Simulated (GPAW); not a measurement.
Crystal: InPd.

```xyz
2
Lattice="0.0000 2.7461 2.7461 2.7461 0.0000 2.7461 2.7461 2.7461 0.0000" Properties=species:S:1:pos:R:3 pbc="T T T"
In    0.0000    0.0000    0.0000
Pd    2.7461    2.7461    2.7461
```

The cell was built by a generator and needn't be a form met in nature.

```yaml
Program: GPAW 26.7.0
Task: relaxation of cell and atoms
Functional: revPBE
Potentials_or_basis: the program's PAW data sets (release 1.2.1) made for this functional
Cutoff: 600 eV
Basis: pw
k_mesh: 8 × 8 × 8
Occupations: fermi-dirac, width 0.05 eV
Spin: no spin polarisation
```

At the start: pressure 1.8 GPa; volume 20.71 Å³/atom.

Problem. How do energy, volume and symmetry change on relaxing?

Solution. Over 3 steps the energy falls by 2.6 meV/atom and the volume is 21.16 Å³/atom (+2.2 %); space group Fm-3m (No. 225, to 0.05 Å).

The path:
```tsv
step	energy change (eV)	largest force (eV/Å)	pressure (GPa)	volume (Å³)
1	0.0000	0.0000	1.82	41.42
2	-0.0021	0.0000	1.39	41.63
3	-0.0052	0.0000	0.05	42.31
```

Final structure:
```
In Pd
1.0
     0.00000    2.76574    2.76574
     2.76574    0.00000    2.76574
     2.76574    2.76574    0.00000
In Pd
1 1
Direct
  0.00000 0.00000 0.00000
  0.50000 0.50000 0.50000
```

Caveat: later steps reuse the first step's grids.
